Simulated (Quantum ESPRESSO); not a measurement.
# ZrC (Fm-3m) in Quantum ESPRESSO: settings compared, part 2 of 2

Quantum ESPRESSO 7.5. The steps go on from the part before.

### 4 Single point, r2SCAN, 12.43 Å³/atom

Input file pw.in:

```
&CONTROL
  calculation = 'scf'
  prefix = 'pwscf'
  outdir = './tmp'
  pseudo_dir = './pseudo'
  tprnfor = .true.
  tstress = .true.
  disk_io = 'nowf'
/
&SYSTEM
  ibrav = 0
  nat = 2
  ntyp = 2
  ecutwfc = 88
  nbnd = 14
  input_dft = 'r2scan'
  occupations = 'smearing'
  smearing = 'fd'
  degauss = 0.00367493
  nosym = .true.
  nr1 = 40
  nr2 = 40
  nr3 = 40
/
&ELECTRONS
  conv_thr = 1d-08
  electron_maxstep = 120
  mixing_beta = 0.5
/
ATOMIC_SPECIES
Zr    91.2240 Zr_ONCV_PBE-1.2.upf
C     12.0110 C_ONCV_PBE-1.2.upf
CELL_PARAMETERS angstrom
   0.0000000000    2.3167211471    2.3167211471
   2.3167211471    0.0000000000    2.3167211471
   2.3167211471    2.3167211471    0.0000000000
ATOMIC_POSITIONS crystal
Zr     0.5000000000    0.5000000000    0.5000000000
C      0.0000000000    0.0000000000    0.0000000000
K_POINTS automatic
8 8 8 0 0 0
```

Potentials or basis: SG15 PBE 1.2.

The run is started by

```console
OMP_NUM_THREADS=1 mpirun -n 2 pw.x -nk 2 -in pw.in > pw.out
```

pw.out:

```text
This program is part of the open-source Quantum ESPRESSO suite
     for quantum simulation of materials; please cite
         "P. Giannozzi et al., J. Phys.:Condens. Matter 21 395502 (2009);
         "P. Giannozzi et al., J. Phys.:Condens. Matter 29 465901 (2017);
         "P. Giannozzi et al., J. Chem. Phys. 152 154105 (2020);
     in publications or presentations arising from this work. More details at

     IMPORTANT: XC functional enforced from input :
     Exchange-correlation= R2SCAN
                           (   0   0   0   0   0 497 498)
     Any further DFT definition will be discarded
     Please, verify this is what you really want

     K-points division:     npool     =       2
     Subspace diagonalization in iterative solution of the eigenvalue problem:
     a serial algorithm will be used

     G-vector sticks info
     --------------------
     sticks:   dense  smooth     PW     G-vecs:    dense   smooth      PW
[... 93 lines left out ...]
     total energy              =    -106.23608178 Ry
     estimated scf accuracy    <       4.68014615 Ry
[... 57 lines left out ...]
     iteration # 10     ecut=    88.00 Ry     beta= 0.50
     Davidson diagonalization with overlap
     ethr =  3.04E-10,  avg # of iterations =  2.0

     End of self-consistent calculation

     Number of k-points >= 100: set verbosity='high' to print the bands.

     the Fermi energy is    15.6195 ev

!    total energy              =    -106.42600223 Ry
     estimated scf accuracy    <          1.0E-10 Ry
     smearing contrib. (-TS)   =      -0.00019819 Ry
     internal energy E=F+TS    =    -106.42580404 Ry

     The total energy is F=E-TS. E is the sum of the following terms:
     one-electron contribution =      -7.89594051 Ry
     hartree contribution      =      12.66140023 Ry
     xc contribution           =     -15.46281191 Ry
     ewald contribution        =     -95.72845186 Ry

     convergence has been achieved in  10 iterations

     Forces acting on atoms (cartesian axes, Ry/au):

     atom    1 type  1   force =     0.00000003   -0.00000010   -0.00000003
     atom    2 type  2   force =    -0.00000003    0.00000010    0.00000003

     Total force =     0.000000     Total SCF correction =     0.000000
     SCF correction compared to forces is large: reduce conv_thr to get better values

     Computing stress (Cartesian axis) and pressure

          total   stress  (Ry/bohr**3)                   (kbar)     P=      125.17
   0.00085090   0.00000000   0.00000000          125.17        0.00        0.00
   0.00000000   0.00085090  -0.00000000            0.00      125.17       -0.00
   0.00000000  -0.00000000   0.00085090            0.00       -0.00      125.17

=------------------------------------------------------------------------------=
   JOB DONE.
=------------------------------------------------------------------------------=
```

It took 3.6 min on 2 MPI ranks of Arm Neoverse V2, shared host; peak memory 0.26 GiB.

Results:

```
Free energy            : -1447.9995 eV
Pressure               : 12.5 GPa
Band gap on the k mesh : none (metal or under the smearing width)
```

Caveat: the potentials were made for another functional, which shifts forces and pressure.

### 5 Single point, r2SCAN, 12.70 Å³/atom

Edit pw.in of step 4 so:

```diff
@@ -33,5 +33,5 @@
 CELL_PARAMETERS angstrom
-   0.0000000000    2.3167211471    2.3167211471
-   2.3167211471    0.0000000000    2.3167211471
-   2.3167211471    2.3167211471    0.0000000000
+   0.0000000000    2.3330366223    2.3330366223
+   2.3330366223    0.0000000000    2.3330366223
+   2.3330366223    2.3330366223    0.0000000000
 ATOMIC_POSITIONS crystal
```

The run is started by

```console
OMP_NUM_THREADS=1 mpirun -n 2 pw.x -nk 2 -in pw.in > pw.out
```

It took 3.7 min on 2 MPI ranks of Arm Neoverse V2, shared host; peak memory 0.28 GiB.

It converged, with:

```
Free energy            : -1448.0315 eV
Pressure               : 6.9 GPa
Band gap on the k mesh : none (metal or under the smearing width)
```

Caveat: the potentials were made for another functional, which shifts forces and pressure.

### 6 Single point, r2SCAN, 12.96 Å³/atom

Edit pw.in of step 5 so:

```diff
@@ -33,5 +33,5 @@
 CELL_PARAMETERS angstrom
-   0.0000000000    2.3330366223    2.3330366223
-   2.3330366223    0.0000000000    2.3330366223
-   2.3330366223    2.3330366223    0.0000000000
+   0.0000000000    2.3491270385    2.3491270385
+   2.3491270385    0.0000000000    2.3491270385
+   2.3491270385    2.3491270385    0.0000000000
 ATOMIC_POSITIONS crystal
```

Potentials or basis: SG15 PBE 1.2.

The run is started by

```console
OMP_NUM_THREADS=1 mpirun -n 2 pw.x -nk 2 -in pw.in > pw.out
```

It took 3.8 min on 2 MPI ranks of Arm Neoverse V2, shared host; peak memory 0.28 GiB.

Results (log left out):

```yaml
Free_energy: -1448.0457 eV
Pressure: 1.8 GPa
Band_gap_on_the_k_mesh: none (metal or under the smearing width)
```

Caveat: the potentials were made for another functional, which shifts forces and pressure.

### 7 Single point, r2SCAN, 13.23 Å³/atom

Edit pw.in of step 6 so:

```diff
@@ -33,5 +33,5 @@
 CELL_PARAMETERS angstrom
-   0.0000000000    2.3491270385    2.3491270385
-   2.3491270385    0.0000000000    2.3491270385
-   2.3491270385    2.3491270385    0.0000000000
+   0.0000000000    2.3650000000    2.3650000000
+   2.3650000000    0.0000000000    2.3650000000
+   2.3650000000    2.3650000000    0.0000000000
 ATOMIC_POSITIONS crystal
```

The run is started by

```console
OMP_NUM_THREADS=1 mpirun -n 2 pw.x -nk 2 -in pw.in > pw.out
```

Wall time 3.6 min (2 MPI ranks of Arm Neoverse V2, shared host); peak memory 0.28 GiB.

It converged, with:

```
Free energy            : -1448.0440 eV
Pressure               : -2.8 GPa
Band gap on the k mesh : none (metal or under the smearing width)
```

Caveat: the potentials were made for another functional, which shifts forces and pressure.

### 8 Single point, r2SCAN, 13.49 Å³/atom

Edit pw.in of step 7 so:

```diff
@@ -33,5 +33,5 @@
 CELL_PARAMETERS angstrom
-   0.0000000000    2.3650000000    2.3650000000
-   2.3650000000    0.0000000000    2.3650000000
-   2.3650000000    2.3650000000    0.0000000000
+   0.0000000000    2.3806627081    2.3806627081
+   2.3806627081    0.0000000000    2.3806627081
+   2.3806627081    2.3806627081    0.0000000000
 ATOMIC_POSITIONS crystal
```

The run is started by

```console
OMP_NUM_THREADS=1 mpirun -n 2 pw.x -nk 2 -in pw.in > pw.out
```

Wall time 3.7 min (2 MPI ranks of Arm Neoverse V2, shared host); peak memory 0.28 GiB.

Results (log left out):

```
Free energy            : -1448.0279 eV
Pressure               : -6.9 GPa
Band gap on the k mesh : none (metal or under the smearing width)
```

Caveat: the potentials were made for another functional, which shifts forces and pressure.

### 9 Single point, r2SCAN, 13.76 Å³/atom

Edit pw.in of step 8 so:

```diff
@@ -33,5 +33,5 @@
 CELL_PARAMETERS angstrom
-   0.0000000000    2.3806627081    2.3806627081
-   2.3806627081    0.0000000000    2.3806627081
-   2.3806627081    2.3806627081    0.0000000000
+   0.0000000000    2.3961219900    2.3961219900
+   2.3961219900    0.0000000000    2.3961219900
+   2.3961219900    2.3961219900    0.0000000000
 ATOMIC_POSITIONS crystal
```

Potentials or basis: SG15 PBE 1.2.

The run is started by

```console
OMP_NUM_THREADS=1 mpirun -n 2 pw.x -nk 2 -in pw.in > pw.out
```

It took 3.8 min on 2 MPI ranks of Arm Neoverse V2, shared host; peak memory 0.28 GiB.

Results (log left out):

* Free energy: -1447.9988 eV
* Pressure: -10.7 GPa
* Band gap on the k mesh: none (metal or under the smearing width)

Caveat: the potentials were made for another functional, which shifts forces and pressure.

### 10 Single point, r2SCAN, 14.02 Å³/atom

Edit pw.in of step 9 so:

```diff
@@ -33,5 +33,5 @@
 CELL_PARAMETERS angstrom
-   0.0000000000    2.3961219900    2.3961219900
-   2.3961219900    0.0000000000    2.3961219900
-   2.3961219900    2.3961219900    0.0000000000
+   0.0000000000    2.4113843250    2.4113843250
+   2.4113843250    0.0000000000    2.4113843250
+   2.4113843250    2.4113843250    0.0000000000
 ATOMIC_POSITIONS crystal
```

The run is started by

```console
OMP_NUM_THREADS=1 mpirun -n 2 pw.x -nk 2 -in pw.in > pw.out
```

It took 3.8 min on 2 MPI ranks of Arm Neoverse V2, shared host; peak memory 0.3 GiB.

It converged, with:

```
Free energy            : -1447.9578 eV
Pressure               : -14.1 GPa
Band gap on the k mesh : none (metal or under the smearing width)
```

Caveat: the potentials were made for another functional, which shifts forces and pressure.

### 11 Equation of state, r2SCAN

This step only gathers the single runs of the series.

Results:

```yaml
Equilibrium_volume: 13.07 Å³/atom
Bulk_modulus: 229 GPa
Pressure_derivative_of_the_bulk_modulus: 4.0
```

Energy against volume, from the lowest point:
| volume (Å³/atom) | energy (meV/atom) |
| --- | --- |
| 12.434 | 23.10 |
| 12.699 | 7.13 |
| 12.963 | 0.00 |
| 13.228 | 0.85 |
| 13.493 | 8.91 |
| 13.757 | 23.49 |
| 14.022 | 43.97 |

Caveat: the potentials were made for another functional, which shifts forces and pressure.

### 12 Summary

```tsv
task	level	potentials or basis	k mesh	cutoff (eV)	form of the LDA correlation	SCF threshold	symmetry	gap on the mesh (eV)	pressure (GPa)
band structure	LDA	GBRV 1.5 LDA	10 × 10 × 10	612	PZ81	4e-10 Ry	-	none	-12.5
band structure	r2SCAN	SG15 PBE 1.2	8 × 8 × 8	1197	-	1e-08 Ry	off	none	-2.8
equation of state	r2SCAN	SG15 PBE 1.2	8 × 8 × 8	1197	-	1e-08 Ry	off	-	-
```

Alike in all rows: no spin polarisation; cell as given; smearing fermi-dirac 0.05 eV.

Caveats: the potentials were made for another functional, which shifts forces and pressure (some runs).

Total energies depend on the potentials used, so only differences within one code and one set of settings carry meaning.
